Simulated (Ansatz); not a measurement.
# HfO2 under changes of volume

One of the cells (11.532 Å³/atom); the others are scaled copies at fixed shape and fractional positions:

```
Hf O
1.0
     5.11800    0.00000    0.00000
     0.00000    5.18570    0.00000
    -0.85866    0.00000    5.21387
Hf O
4 8
Direct
  0.27550 0.46030 0.70800
  0.72450 0.96030 0.79200
  0.72450 0.53970 0.29200
  0.27550 0.03970 0.20800
  0.07420 0.16840 0.84670
  0.92580 0.66840 0.65330
  0.92580 0.83160 0.15330
  0.07420 0.33160 0.34670
  0.44870 0.74190 0.98010
  0.55130 0.24190 0.51990
  0.55130 0.25810 0.01990
  0.44870 0.75810 0.48010
```

```yaml
Program: Ansatz 0.2.0
Functional: PBE
Potentials_or_basis: Ansatz NC
Cutoff: "1240 eV (not typed: the program's choice for these potentials)"
k_mesh: 5 × 5 × 5
Occupations: fermi-dirac, width 0.05 eV
Spin: no spin polarisation
```

| volume (Å³/atom) | energy over the lowest point (meV/atom) | pressure (GPa) | gap on the mesh (eV) | largest force (eV/Å) |
| --- | --- | --- | --- | --- |
| 10.840 | ? | ? | ? | ? |
| 11.070 | 37.52 | 17.3 | 4.34 | 0.619 |
| 11.301 | 17.08 | 11.3 | 4.27 | 0.547 |
| 11.532 | 4.84 | 5.8 | 4.20 | 0.483 |
| 11.762 | 0.00 | 1.0 | 4.14 | 0.428 |
| 11.993 | 1.84 | -3.4 | 4.07 | 0.382 |
| 12.223 | 9.72 | -7.4 | 4.00 | 0.346 |

What does the run at 10.840 Å³/atom give?

Energy over the lowest point 67.06 meV/atom; pressure 23.9 GPa; gap on the mesh 4.41 eV; largest force 0.699 eV/Å.

Worked out: A Birch-Murnaghan fit of order 3 (a polynomial in V^(-2/3)) to the other rows has its minimum at 11.81 Å³/atom with B0 = V·E''(V) = 233 GPa and B' = 4.0 at fixed shape and positions, which overstates the stiffness. It gives 66.85 meV/atom at 10.840 Å³/atom, against the run's 67.06, and -dE/dV = 23.8 GPa, against 23.9. A straight line through the other rows of the gap, of slope -3.4 eV per unit of ln V, extrapolates to 4.41 eV, against the run's 4.41.

Energies are extrapolated to zero smearing.

Caveats: odd divisions of the mesh miss points on the zone boundary, where band edges often lie, so the gap on the mesh can be too wide; spin-orbit coupling is left out, which moves the levels of the heavy elements.

A mesh can miss the band edges.
